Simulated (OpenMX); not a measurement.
Crystal: Mo.

```
Mo
1.0
    -1.58381    1.58381    1.58381
     1.58381   -1.58381    1.58381
     1.58381    1.58381   -1.58381
Mo
1
Direct
  0.00000 0.00000 0.00000
```

Base run:

| Property | Result |
| --- | --- |
| Program | OpenMX 3.8.5 |
| Functional | PBE |
| Potentials or basis | OpenMX 2013 PBE set, Mo7.0-s3p2d2, grid cutoff 400 Ry |
| k mesh | 13 × 13 × 13 |
| Occupations | fermi-dirac, width 0.05 eV |
| Spin | no spin polarisation |

Its results: pressure 2.4 GPa.

The run is repeated on the same cell with these changes: potentials or basis from OpenMX 2013 PBE set, Mo7.0-s3p2d2, grid cutoff 400 Ry to OpenMX 2013 PBE set, Mo7.0-s3p2d2f1, grid cutoff 400 Ry. What comes out?

Pressure -1.8 GPa.

Caveats: the basis of atomic orbitals isn't converged, which shifts pressures, moduli and gaps.
